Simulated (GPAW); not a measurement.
SiC (Moissanite 3C):

```
CELL_PARAMETERS angstrom
0.00000 2.17900 2.17900
2.17900 0.00000 2.17900
2.17900 2.17900 0.00000
ATOMIC_POSITIONS crystal
Si 0.00000 0.00000 0.00000
C 0.75000 0.75000 0.75000
```

```yaml
Program: GPAW 26.7.0
Task: single point
Functional: PBE
Potentials_or_basis: GPAW PAW data sets (gpaw-data 1.2.1)
Cutoff: 800 eV
Basis: pw
k_mesh: 10 × 10 × 10
Occupations: fermi-dirac, width 0.05 eV
Spin: no spin polarisation
```

On this cell: pressure 4.5 GPa; largest force zero by symmetry; band gap on the k mesh 1.35 eV, indirect (least direct gap 4.54 eV).

The same run follows on a disturbed copy (atoms moved at random, drawn with an rms of 0.05 Å):

```xyz
2
Lattice="0.0000 2.1790 2.1790 2.1790 0.0000 2.1790 2.1790 2.1790 0.0000" Properties=species:S:1:pos:R:3 pbc="T T T"
Si   -0.0594    0.0440   -0.0032
C     3.2400    3.3229    3.3296
```

Task: What does the disturbed cell give?

Result: The energy moves by +26.1 meV/atom; pressure 5.2 GPa; largest force 1.474 eV/Å; band gap on the k mesh 1.03 eV, indirect (least direct gap 4.38 eV).

Forces on the atoms (eV/Å):
```
Si   0.656  0.346  1.274
C   -0.656 -0.346 -1.274
```

Stress tensor (GPa, compression positive):
```
5.30 4.52 1.33
4.52 5.47 2.35
1.33 2.35 4.70
```

A k mesh can miss the band edges.
